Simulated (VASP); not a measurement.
# Sc3Al5N8 (Cm) in VASP: a series of runs

The runs below take Sc3Al5N8 through relaxation of cell and atoms, with PBEsol.

Program: VASP 6.6.1. These are calculated values, not measurements. Logs are shortened: lines on timing, memory, paths and dates and some standing lists are left out, and cuts for length are marked.

## Step 1: Starting point

The structure is monoclinic, space group Cm (No. 8). Conventional cell: a = 11.426 Å, b = 6.597 Å, c = 5.278 Å, α = 90.00°, β = 90.00°, γ = 90.00°. Sc (site symmetry 1) has 4 N at 2.01 Å as nearest neighbours. Around Sc (site symmetry m) lie 4 N at 2.01 Å. Around Al (site symmetry m) lie 4 N at 2.01 Å. Around Al (site symmetry m) lie 4 N at 2.01 Å. Around Al (site symmetry m) lie 4 N at 2.01 Å. Around Al (site symmetry 1) lie 4 N at 2.01 Å. Around N (site symmetry 1) lie 2 Sc at 2.01 Å and 2 Al at 2.01 Å. N (site symmetry m) is surrounded by 4 Al at 2.01 Å.

The cell was built by a generator and needn't be a form met in nature.

## Step 2: Relaxation of cell and atoms, PBEsol

Contents of INCAR:

```
  PREC = Accurate
  ENCUT = 600
  EDIFF = 1E-6
  ISMEAR = 0
  SIGMA = 0.03
  LREAL = F
  LASPH = T
  NELM = 80
  ALGO = Normal
  ISIF = 3
  LWAVE = F
  LCHARG = F
  GGA = PS
  IBRION = 2
  NSW = 90
  EDIFFG = -0.01
  KPAR = 8
```

Contents of KPOINTS:

```
Automatic mesh
0
Gamma
  6 6 6
```

Contents of POSCAR:

```
Sc3Al5N8
1.0
    0.0000000000      0.0000000000     -5.2778857600
    3.2985461500      5.7132495300      0.0000000000
    3.2985461500     -5.7132495300      0.0000000000
Sc Al N
3 5 8
Direct
    0.0000000000      0.1666666700      0.3333333300
    0.0000000000      0.1666666700      0.8333333300
    0.5000000000      0.3333333300      0.6666666700
    0.0000000000      0.6666666700      0.3333333300
    0.0000000000      0.6666666700      0.8333333300
    0.5000000000      0.3333333300      0.1666666700
    0.5000000000      0.8333333300      0.6666666700
    0.5000000000      0.8333333300      0.1666666700
    0.6200000000      0.1666666700      0.3333333300
    0.6200000000      0.1666666700      0.8333333300
    0.6200000000      0.6666666700      0.3333333300
    0.6200000000      0.6666666700      0.8333333300
    0.1200000000      0.3333333300      0.6666666700
    0.1200000000      0.3333333300      0.1666666700
    0.1200000000      0.8333333300      0.6666666700
    0.1200000000      0.8333333300      0.1666666700
```

Potentials or basis: VASP PAW PBE potentials, release 64 (Sc_sv, Al, N).

Launch:

```bash
cat potpaw_PBE.64/Sc_sv/POTCAR potpaw_PBE.64/Al/POTCAR potpaw_PBE.64/N/POTCAR > POTCAR
mpirun -np 8 vasp_std > vasp.out
```

OUTCAR:

```text
PREC = Accurate
   ENCUT = 600
   EDIFF = 1E-6
   ISMEAR = 0
   LREAL = F
   LASPH = T
   NELM = 80
   ISIF = 3
   GGA = PS
   IBRION = 2
   NSW = 90
   EDIFFG = -0.01

 ion  position               nearest neighbor table
   1  0.000  0.167  0.333-   9 2.01  14 2.01  13 2.01  16 2.01   6 3.25   6 3.25   8 3.25   3 3.25
                             3 3.25   8 3.25   5 3.30   5 3.30   4 3.30   2 3.30   2 3.30   4 3.30
   2  0.000  0.167  0.833-  10 2.01  13 2.01  14 2.01  15 2.01   3 3.25   3 3.25   7 3.25   6 3.25
                             6 3.25   7 3.25   4 3.30   4 3.30   1 3.30   5 3.30   1 3.30   5 3.30
   3  0.500  0.333  0.667-  13 2.01  10 2.01  12 2.01   9 2.01   2 3.25   2 3.25   5 3.25   1 3.25
                             1 3.25   5 3.25   8 3.30   8 3.30   7 3.30   6 3.30   6 3.30   7 3.30
   4  0.000  0.667  0.333-  11 2.01  16 2.01  15 2.01  14 2.01   8 3.25   8 3.25   6 3.25   6 3.25
                             7 3.25   7 3.25   2 3.30   2 3.30   5 3.30   1 3.30   5 3.30   1 3.30
   5  0.000  0.667  0.833-  12 2.01  15 2.01  13 2.01  16 2.01   7 3.25   7 3.25   8 3.25   3 3.25
                             3 3.25   8 3.25   1 3.30   1 3.30   2 3.30   4 3.30   4 3.30   2 3.30
   6  0.500  0.333  0.167-  14 2.01   9 2.01  11 2.01  10 2.01   1 3.25   1 3.25   4 3.25   2 3.25
                             2 3.25   4 3.25   7 3.30   7 3.30   3 3.30   8 3.30   3 3.30   8 3.30
   7  0.500  0.833  0.667-  15 2.01  12 2.01  10 2.01  11 2.01   5 3.25   5 3.25   2 3.25   2 3.25
                             4 3.25   4 3.25   6 3.30   6 3.30   3 3.30   8 3.30   8 3.30   3 3.30
   8  0.500  0.833  0.167-  16 2.01  11 2.01  12 2.01   9 2.01   4 3.25   4 3.25   5 3.25   1 3.25
                             1 3.25   5 3.25   3 3.30   3 3.30   6 3.30   7 3.30   7 3.30   6 3.30
   9  0.620  0.167  0.333-   1 2.01   6 2.01   3 2.01   8 2.01
  10  0.620  0.167  0.833-   2 2.01   3 2.01   6 2.01   7 2.01
  11  0.620  0.667  0.333-   4 2.01   8 2.01   7 2.01   6 2.01
  12  0.620  0.667  0.833-   5 2.01   7 2.01   3 2.01   8 2.01
  13  0.120  0.333  0.667-   3 2.01   2 2.01   1 2.01   5 2.01
  14  0.120  0.333  0.167-   6 2.01   1 2.01   4 2.01   2 2.01
  15  0.120  0.833  0.667-   7 2.01   5 2.01   2 2.01   4 2.01
  16  0.120  0.833  0.167-   8 2.01   4 2.01   5 2.01   1 2.01

  LATTYP: Found a hexagonal cell.
 ALAT       =     6.5970923061
 C/A-ratio  =     0.8000321225

  Lattice vectors:

 A1 = (   3.2985461500,   5.7132495300,   0.0000000000)
 A2 = (   3.2985461500,  -5.7132495300,   0.0000000000)
 A3 = (   0.0000000000,   0.0000000000,  -5.2778857600)

Analysis of symmetry for initial positions (statically):
=====================================================================
 Subroutine PRICEL returns:
 Original cell was already a primitive cell.

 Routine SETGRP: Setting up the symmetry group for a
 hexagonal supercell.

 Subroutine GETGRP returns: Found  2 space group operations
 (whereof  2 operations were pure point group operations)
 out of a pool of 24 trial point group operations.

[... 173 lines left out ...]
 conjugate gradient relaxation of ions
 non-spin polarized calculation
 Gauss-broadening in eV      SIGMA  =   0.03
  energy-cutoff  :      600.00
  volume of cell :      198.93
 maximum number of plane-waves:      6692
   NGX = 21   NGY = 27   NGZ = 27

--------------------------------------- Ionic step        1  -------------------------------------------

 number of electron      88.0000014 magnetization

 Free energy of the ion-electron system (eV)
  ---------------------------------------------------
  ext. energy  EPLUGINS =         0.00000000
  ---------------------------------------------------
  free energy    TOTEN  =      -131.62256762 eV

  energy without entropy =     -131.62256762  energy(sigma->0) =     -131.62256762

------------------------ aborting loop because EDIFF is reached ----------------------------------------

  FORCE on cell =-STRESS in cart. coord.  units (eV):
  Direction    XX          YY          ZZ          XY          YZ          ZX
  --------------------------------------------------------------------------------------
  -------------------------------------------------------------------------------------
  Total       -6.0837490     -6.3660455     -8.8590012      0.2444759      0.0681798      0.1180911
  in kB      -48.9988778    -51.2725101    -71.3509247      1.9690232      0.5491244      0.9511126
  external PRESSURE =     -57.2074375 kB  Pullay stress =       0.0000000 kB
[... 131 lines left out ...]
  FREE ENERGIE OF THE ION-ELECTRON SYSTEM (eV)
  ---------------------------------------------------
  free  energy   TOTEN  =      -133.1260637319 eV

  energy  without entropy=     -133.1260637319  energy(sigma->0) =     -133.12606373

[... ionic steps 4 to 15 ...]

--------------------------------------- Ionic step       16  -------------------------------------------

 number of electron      87.9999999 magnetization

------------------------ aborting loop because EDIFF is reached ----------------------------------------
[... 95 lines left out ...]
--------------------------------------- Ionic step       18  -------------------------------------------

 number of electron      87.9999999 magnetization

 Free energy of the ion-electron system (eV)
  ---------------------------------------------------
  ext. energy  EPLUGINS =         0.00000000
  ---------------------------------------------------
  free energy    TOTEN  =      -133.41767956 eV

  energy without entropy =     -133.41767956  energy(sigma->0) =     -133.41767956

 E-fermi :   4.9338     XC(G=0): -11.0387

 val. band max:        4.7198559190   @ k =   0.5000   0.0000   0.0000
 cond. band min:       7.8030539440   @ k =   0.0000   0.3333   0.3333
 fundamental gap:      3.0831980250
 Fermi energy:         4.9337758121

 k-point     1 :       0.0000    0.0000    0.0000
  band No.  band energies     occupation
      1     -42.0725      2.00000
      2     -41.9802      2.00000
      3     -41.9596      2.00000
      4     -21.1091      2.00000
      5     -21.0405      2.00000
      6     -20.9747      2.00000
[... 1333 lines left out ...]
     52      10.0449      0.00000
     53      10.2238      0.00000

 [... further k-points ...]

------------------------ aborting loop because EDIFF is reached ----------------------------------------

  FORCE on cell =-STRESS in cart. coord.  units (eV):
  Direction    XX          YY          ZZ          XY          YZ          ZX
  --------------------------------------------------------------------------------------
  -------------------------------------------------------------------------------------
  Total        0.0268591     -0.0070776     -0.0555878      0.0293900      0.0041277      0.0071485
  in kB        0.2306970     -0.0607907     -0.4774525      0.2524357      0.0354539      0.0613994
  external PRESSURE =      -0.1025154 kB  Pullay stress =       0.0000000 kB
[... 31 lines left out ...]
  FREE ENERGIE OF THE ION-ELECTRON SYSTEM (eV)
  ---------------------------------------------------
  free  energy   TOTEN  =      -133.4176795621 eV

  energy  without entropy=     -133.4176795621  energy(sigma->0) =     -133.41767956

 reached required accuracy - stopping structural energy minimisation
```

Run time: 26 min. Hardware: 8 MPI ranks of Intel Xeon Platinum 8488C (Sapphire Rapids), shared host; peak memory 0.87 GiB.

Results:

* Free energy: -133.4177 eV
* Relaxed volume: 11.66 Å³/atom
* Relaxed cell: a = 4.955 Å, b = 6.624 Å, c = 6.532 Å, α = 119.54°, β = 90.00°, γ = 90.21°
* Space group after relaxing (to 0.05 Å): Cm (No. 8)
* Energy gained by relaxing: 112.2 meV/atom
* Ionic steps: 18
* Pressure after relaxing: 0.0 GPa
* Largest force after relaxing: 0.009 eV/Å
* Band gap on the k mesh: 3.08 eV, indirect (least direct gap 3.17 eV)

Forces on the atoms (eV/Å):
```
Sc   0.004  0.006 -0.001
Sc   0.008  0.001 -0.001
Sc  -0.005 -0.003  0.001
Al  -0.006 -0.003  0.004
Al   0.002  0.001 -0.001
Al  -0.003 -0.002  0.000
Al  -0.002  0.003  0.002
Al   0.002 -0.004  0.002
N   -0.003 -0.004 -0.001
N   -0.005 -0.001 -0.001
N   -0.008 -0.004 -0.002
N    0.003  0.002 -0.003
N    0.005  0.003  0.000
N   -0.004 -0.002  0.000
N    0.008 -0.001  0.001
N    0.003  0.008  0.001
```

Step by step:
```tsv
step	energy change (eV)	largest force (eV/Å)	pressure (GPa)	volume (Å³)
1	0.0000	2.8783	-5.72	198.93
2	-1.5027	0.9835	2.26	186.41
3	-1.5035	1.0012	2.51	186.13
4	-1.6819	0.5945	-1.47	189.38
5	-1.6832	0.5827	-1.18	189.12
6	-1.7420	0.3615	0.05	187.51
7	-1.7520	0.4658	0.83	186.53
8	-1.7827	0.2243	-0.32	187.30
9	-1.7830	0.2645	-0.45	187.39
10	-1.7913	0.1007	0.07	186.64
11	-1.7913	0.1018	0.10	186.61
12	-1.7935	0.0638	-0.01	186.65
13	-1.7936	0.0882	-0.04	186.66
14	-1.7947	0.0347	-0.02	186.58
15	-1.7948	0.0414	-0.01	186.57
16	-1.7950	0.0418	0.01	186.52
17	-1.7950	0.0234	0.00	186.53
18	-1.7951	0.0092	-0.01	186.53
```

Final structure:
```yaml
crystal:
  lattice:
    - [-0.00946, -0.00546, -4.95515]
    - [3.35803, 5.71001, 0.01126]
    - [3.26600, -5.65687, 0.00000]
  atoms:
    - { symbol: Sc, position: [0.01730, 0.15898, 0.32469] }
    - { symbol: Sc, position: [0.01730, 0.15898, 0.83429] }
    - { symbol: Sc, position: [0.51629, 0.34721, 0.67360] }
    - { symbol: Al, position: [0.00795, 0.66382, 0.33191] }
    - { symbol: Al, position: [0.00608, 0.67125, 0.83562] }
    - { symbol: Al, position: [0.50360, 0.33976, 0.16988] }
    - { symbol: Al, position: [0.50594, 0.82972, 0.66519] }
    - { symbol: Al, position: [0.50594, 0.82972, 0.16453] }
    - { symbol: N, position: [0.58748, 0.15659, 0.31560] }
    - { symbol: N, position: [0.58748, 0.15659, 0.84098] }
    - { symbol: N, position: [0.62059, 0.66725, 0.33363] }
    - { symbol: N, position: [0.62533, 0.69478, 0.84739] }
    - { symbol: N, position: [0.08772, 0.35269, 0.67634] }
    - { symbol: N, position: [0.12326, 0.35587, 0.17794] }
    - { symbol: N, position: [0.12387, 0.80840, 0.65309] }
    - { symbol: N, position: [0.12387, 0.80840, 0.15531] }
```

Levels at points of the mesh, in eV from the valence-band top:
| k point | band 41 | band 42 | band 43 | band 44 | band 45 | band 46 | band 47 | band 48 |
| --- | --- | --- | --- | --- | --- | --- | --- | --- |
| (0.00, 0.00, 0.00) | -0.56 | -0.35 | -0.08 | -0.01 | 3.43 | 3.61 | 3.65 | 3.95 |
| (0.50, 0.00, 0.00) | -0.73 | -0.65 | -0.57 | 0.00 | 3.78 | 4.18 | 4.21 | 4.42 |
| (0.00, 0.50, 0.00) | -0.43 | -0.24 | -0.20 | -0.10 | 3.49 | 3.50 | 3.95 | 4.34 |
| (0.00, 0.00, 0.50) | -0.46 | -0.33 | -0.25 | -0.16 | 3.23 | 3.62 | 3.78 | 4.10 |
| (0.50, 0.50, 0.00) | -0.60 | -0.43 | -0.37 | -0.29 | 3.96 | 4.43 | 4.62 | 4.64 |
| (0.50, 0.00, 0.50) | -0.57 | -0.45 | -0.36 | -0.22 | 3.83 | 4.07 | 4.31 | 4.73 |

Caveat: the PAW data sets were made with another functional, which shifts forces and pressure a little. A k mesh can miss the band edges.

## Step 3: Relaxation of cell and atoms, PBEsol

This run uses another cell than the first one, of 11.66 Å³/atom, 0.938 times its volume.

Edit INCAR of step 2 so:

```diff
@@ -2,3 +2,3 @@
   ENCUT = 600
-  EDIFF = 1E-6
+  EDIFF = 1E-7
   ISMEAR = 0
@@ -15,3 +15,3 @@
   NSW = 90
-  EDIFFG = -0.01
+  EDIFFG = -0.005
   KPAR = 8
```

KPOINTS is that of step 2.

Contents of POSCAR:

```
Sc3Al5N8                                
1.0
   -0.0094583589     -0.0054607860     -4.9551467746
    3.3580318166      5.7100069165      0.0112572377
    3.2659951311     -5.6568695115     -0.0000000000
  Sc              Al              N             
     3     5     8
Direct
     0.0173018564170741    0.1589797224301796    0.3246866651722726
     0.0173018564170731    0.1589797224302153    0.8342930472578757
     0.5162911062241365    0.3472085404270542    0.6736042752135323
     0.0079504937236611    0.6638226401983256    0.3319113150991780
     0.0060766502642866    0.6712481713190688    0.8356240806595544
     0.5035970803611691    0.3397628024284478    0.1698814062142266
     0.5059415526749181    0.8297173437208341    0.6651852755545841
     0.5059415526749165    0.8297173437208581    0.1645320781662480
     0.5874757312910024    0.1565881362017550    0.3156041724643191
     0.5874757312910106    0.1565881362015732    0.8409839537374331
     0.6205871094110299    0.6672541329667959    0.3336270614833970
     0.6253253743222743    0.6947761593436127    0.8473880746717228
     0.0877205781788841    0.3526882765716445    0.6763441432857660
     0.1232635487793657    0.3558727883448384    0.1779363991723397
     0.1238748889845893    0.8083980418473971    0.6530859621410283
     0.1238748889845882    0.8083980418473998    0.1553120897065230
```

Potentials or basis: VASP PAW PBE potentials, release 64 (Sc_sv, Al, N).

Launch:

```bash
cat potpaw_PBE.64/Sc_sv/POTCAR potpaw_PBE.64/Al/POTCAR potpaw_PBE.64/N/POTCAR > POTCAR
mpirun -np 8 vasp_std > vasp.out
```

It took 6.1 min on 8 MPI ranks of Intel Xeon Platinum 8488C (Sapphire Rapids), shared host; peak memory 0.83 GiB.

It converged, with:

- Free energy: -133.4009 eV
- Energy gained by relaxing: 0.0 meV/atom
- Ionic steps: 4
- Pressure after relaxing: 0.0 GPa
- Largest force after relaxing: 0.004 eV/Å
- Band gap on the k mesh: 3.08 eV, indirect (least direct gap 3.17 eV)

Forces on the atoms (eV/Å):
```
Sc   0.001 -0.002 -0.001
Sc  -0.001  0.002 -0.001
Sc   0.003  0.002 -0.003
Al   0.003  0.002 -0.001
Al   0.003  0.002  0.000
Al  -0.003 -0.002 -0.001
Al  -0.002 -0.001 -0.001
Al  -0.002 -0.001 -0.001
N   -0.001 -0.002  0.001
N   -0.002  0.000  0.001
N   -0.003 -0.001  0.002
N   -0.002 -0.001  0.003
N    0.003  0.002  0.000
N    0.001  0.001 -0.001
N   -0.001  0.003  0.001
N    0.002 -0.003  0.001
```

Final structure:
```
CELL_PARAMETERS angstrom
-0.00955 -0.00551 -4.95458
3.35932 5.71050 0.01138
3.26578 -5.65650 0.00000
ATOMIC_POSITIONS crystal
Sc 0.01734 0.15905 0.32471
Sc 0.01734 0.15905 0.83434
Sc 0.51632 0.34717 0.67359
Al 0.00793 0.66375 0.33188
Al 0.00610 0.67130 0.83565
Al 0.50363 0.33966 0.16983
Al 0.50593 0.82969 0.66514
Al 0.50593 0.82969 0.16455
N 0.58748 0.15650 0.31559
N 0.58748 0.15650 0.84091
N 0.62058 0.66707 0.33354
N 0.62533 0.69480 0.84740
N 0.08771 0.35281 0.67640
N 0.12326 0.35588 0.17794
N 0.12382 0.80853 0.65318
N 0.12382 0.80853 0.15535
```

Levels at points of the mesh, in eV from the valence-band top:
```
           k point  band 42  band 43  band 44  band 45  band 46  band 47
(0.00, 0.00, 0.00)    -0.34    -0.08     0.00     3.43     3.61     3.65
(0.50, 0.00, 0.00)    -0.65    -0.57     0.00     3.78     4.18     4.21
(0.00, 0.50, 0.00)    -0.24    -0.20    -0.09     3.49     3.50     3.95
(0.50, 0.50, 0.00)    -0.43    -0.37    -0.29     3.96     4.43     4.62
(0.00, 0.00, 0.50)    -0.33    -0.25    -0.16     3.23     3.62     3.79
(0.50, 0.00, 0.50)    -0.45    -0.36    -0.22     3.83     4.07     4.31
```

Caveat: the PAW data sets were made with another functional, which shifts forces and pressure a little. A k mesh can miss the band edges.
